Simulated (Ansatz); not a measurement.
A run of Ansatz 0.2.0 is set up as follows.

input.yaml

```yaml
crystal:
  lattice:
    - [2.8499779141, 0.0, 0.0]
    - [-1.4249889571, 2.4681532738, 0.0]
    - [0.0, 0.0, 4.3430678327]
  atoms:
    - { symbol: W, position: [0.6666666667, 0.3333333333, 0.253669] }
    - { symbol: W, position: [0.3333333333, 0.6666666667, 0.746331] }
    - { symbol: C, position: [0.0, 0.0, 0.0] }
kpoints:
  mp_grid: { grid: [10, 10, 6] }
scf:
  occupations: { method: tetrahedron }
  lower_state_search: "off"
hamiltonian:
  xc: blyp
  pseudopotentials: { kind: all_electron, lapw: { basis_error: 0.002 } }
magnetization:
  spin_polarized: true
  initial_magnetization: 0.0
  spin_locking: { lock_magnetization: hard }
output:
  forces: true
  stress: true
  eigenvalues: true
  dos: { projected: false, de: 0.1, e_range: [-14, 8] }
```

Potentials or basis: all-electron LAPW, scalar-relativistic.

Launch:

```console
$ ansatz run input.yaml --threads 2 --pin off --max-ram 6144MiB --backend cpu --events-out ev --progress --plain --runs-dir out
```

Q: What does it give for the largest force?

A: 2.982 eV/Å.

Forces on the atoms (eV/Å):
```
W    0.000  0.000  2.982
W    0.000  0.000 -2.982
C    0.000  0.000  0.000
```

Caveat: the program warned that the printed levels may be off, so bands, gaps and densities of states are rough; the total moment is fixed, so each spin has its own Fermi level; with tetrahedron occupations forces and stress needn't match the slope of the energy. Spin-orbit coupling is left out, which matters for the levels of W.
